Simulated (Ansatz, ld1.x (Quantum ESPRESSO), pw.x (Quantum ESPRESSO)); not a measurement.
**tin: does the TM potential hold in the solid?**

| Item | Value |
| --- | --- |
| Element | tin |
| Generator | ld1.x (Quantum ESPRESSO) 7.5 |
| Type | norm-conserving Troullier–Martins (Kleinman–Bylander form) |
| Functional | PBE |
| Relativity | scalar-relativistic |
| Frozen core | [Kr] 4d10 |
| Valence charge | 4 |
| Reference configuration | 5s1.75 5p2.25 |
| Partial waves | 5s (bound): rc 2.20 bohr; 5p (bound): rc 2.10 bohr |
| Local potential | all-electron potential smoothed inside 2.05 bohr (lloc = -1) |
| Core correction | a·sin(br)/r model core inside 1.58 bohr |

Atomic tests: cutoffs needed: 12 Ry and 30 Ry (the cutoffs (Ry, on a coarse ladder) from which the occupation-weighted sum of valence levels, in a spherical-Bessel basis at the reference potential, stays within 10 and 1 mRy of its value at 400 Ry); ghost test: no extra level below or beside the all-electron valence levels (s, p, d, f tested) (spherical-Bessel basis up to 400 Ry, 20 bohr box); largest excitation error: -260 meV (all-electron minus pseudo) for 5s1 5p0, out of 7 test configurations.

Crystal test: bcc Sn in pw.x 7.5, no spin, 12³ k-points, Fermi–Dirac smearing 0.01 Ry, cutoffs 50/200 Ry. The lattice is a test structure that the element need not adopt, and mesh and smearing are coarse.

pw.x input:

```
&control
  calculation='scf', prefix='x', pseudo_dir='./', outdir='./tmp', tstress=.true., disk_io='none'
/
&system
  ibrav=0, nat=1, ntyp=1, ecutwfc=50, ecutrho=200, nbnd=9,
  occupations='smearing', smearing='fd', degauss=0.01
/
&electrons
  conv_thr=1e-09, mixing_beta=0.4, electron_maxstep=70
/
ATOMIC_SPECIES
Sn 1.0 Sn.UPF
CELL_PARAMETERS angstrom
  -1.90809107 1.90809107 1.90809107
  1.90809107 -1.90809107 1.90809107
  1.90809107 1.90809107 -1.90809107
ATOMIC_POSITIONS crystal
Sn 0.0000 0.0000 0.0000
K_POINTS automatic
12 12 12 0 0 0
```

```bash
pw.x < Sn.scf.in > Sn.scf.out
```

Task: How does the run end?

Result: It converges; the pressure is -18.07 GPa against -0.26 GPa from all-electron LAPW. This is a poor potential for the solid. The pseudo pressure rises with volume over the whole range, a mechanical instability. The log shows:

```
     using ibrav=0 with symmetry is DISCOURAGED, use correct ibrav instead
     lattice parameter (alat)  =       6.2454  a.u.
     unit-cell volume          =     187.5227 (a.u.)^3
     number of electrons       =         4.00
     number of Kohn-Sham states=            9
     kinetic-energy cutoff     =      50.0000  Ry
     charge density cutoff     =     200.0000  Ry
     scf convergence threshold =      1.0E-09
     Exchange-correlation= PBE
     number of k points=    72  Fermi-Dirac smearing, width (Ry)=  0.0100
     iteration #  1     ecut=    50.00 Ry     beta= 0.40
     total energy              =     -15.86358750 Ry
     estimated scf accuracy    <       0.00163150 Ry
     iteration #  2     ecut=    50.00 Ry     beta= 0.40
     total energy              =     -15.86347752 Ry
     estimated scf accuracy    <       0.00046596 Ry
     iteration #  3     ecut=    50.00 Ry     beta= 0.40
     total energy              =     -15.86352450 Ry
     estimated scf accuracy    <       0.00000322 Ry
     iteration #  4     ecut=    50.00 Ry     beta= 0.40
     total energy              =     -15.86352703 Ry
     estimated scf accuracy    <       0.00000021 Ry
     iteration #  5     ecut=    50.00 Ry     beta= 0.40
     total energy              =     -15.86352706 Ry
     estimated scf accuracy    <       0.00000001 Ry
     iteration #  6     ecut=    50.00 Ry     beta= 0.40
     the Fermi energy is     5.5460 ev
!    total energy              =     -15.86352706 Ry
     estimated scf accuracy    <          1.4E-10 Ry
     smearing contrib. (-TS)   =      -0.00270005 Ry
     The total energy is F=E-TS. E is the sum of the following terms:
     one-electron contribution =       3.45382310 Ry
     hartree contribution      =       0.05121895 Ry
     xc contribution           =     -11.29162373 Ry
     ewald contribution        =      -8.07424533 Ry
     convergence has been achieved in   6 iterations
          total   stress  (Ry/bohr**3)                   (kbar)     P=     -180.69
     Message from routine punch:
     Nothing written, as per user request (disk_io='none')
```
